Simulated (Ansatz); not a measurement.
Relaxed bulk TaC, space group Fm-3m (No. 225):

Space group Fm-3m (No. 225). a = 4.475 Å, b = 4.475 Å, c = 4.475 Å, α = 90.00°, β = 90.00°, γ = 90.00°
| atom | site | symmetry | x | y | z |
| --- | --- | --- | --- | --- | --- |
| Ta | 4a | m-3m | 0.0000 | 0.0000 | 0.0000 |
| C | 4b | m-3m | 0.5000 | 0.0000 | 0.0000 |

Miller indices refer to the conventional cell of Fm-3m (No. 225), a = 4.475 Å, b = 4.475 Å, c = 4.475 Å, α = 90.00°, β = 90.00°, γ = 90.00°.

Consider the (210) slab of 11 planes, 10.0 Å thick with 15 Å of vacuum as cut; outer planes TaC (top) and TaC (bottom), all atoms relaxed.

Computed with Ansatz, DFT PBE, scalar-relativistic, plane waves, PAW. Cutoff 420 eV; k points 9×7×1 on the computed 22-atom cell (Γ-centred); Gaussian smearing, width 0.10 eV; no spin polarisation. The cell repeats along c with a dipole correction in the vacuum.

The work function is left out: read from the slab's Fermi level and from the bulk's it differs by over 0.3 eV, so the slab is too thin for it. The slab's inner planes relax by over 3 % too, so it holds no bulk-like region.

**Question.** Estimate the surface energy (mean of both faces).

**Answer.** 2.39 J/m².

**Question.** The top two planes lie 1.001 Å apart in the bulk. How does relaxation change this?

**Answer.** The spacing becomes 0.977 Å (-2.3 %), and the top plane rumples by 0.249 Å.

With no bulk-like middle, the error of these values can't be bounded. The bulk's energy on two k meshes differs by as much as moves the surface energy by 0.04 J/m².

Spin-orbit coupling is left out, which matters for the bands of heavy elements.

Worked out: the slab's 22 atoms lie 6.692 eV above the same atoms in the bulk. Shared over two faces of 22.39 Å² this is 149.4 meV/Å², and 1 eV/Å² is 16.02 J/m², which gives 2.39 J/m². The cut crosses 6 bonds a cell (neighbours within 10 % of the shortest distances), so each costs 1.12 eV on this count. The top plane, flat in the bulk, buckles with C 0.25 Å above Ta.

Creating the TaC(210) surface costs 2.39 J/m², mainly because the cut breaks strong Ta 5d-C 2p bonds. In the rocksalt structure this orientation is open and step-like: atoms in the outermost plane lose two of their six nearest neighbours, and those in the plane below lose one. The 1.12 eV per crossed bond is therefore an effective cost that also includes relaxation and changes in Ta-Ta bonding, not the strength of an isolated Ta-C bond.

The small contraction of the mean spacing hides the more telling response, a rumpling of 0.249 Å with C outward. This probably reflects Ta sinking towards its remaining carbon neighbours to recover d-p overlap, the same sense of rumpling as is known for the (100) faces of such carbides. Each plane contains Ta and C in equal numbers, so the ideal termination is nonpolar and the rumpling isn't needed to compensate a polar surface. Whether this face would persist or break up into (100) facets can't be judged without the energy of those facets.
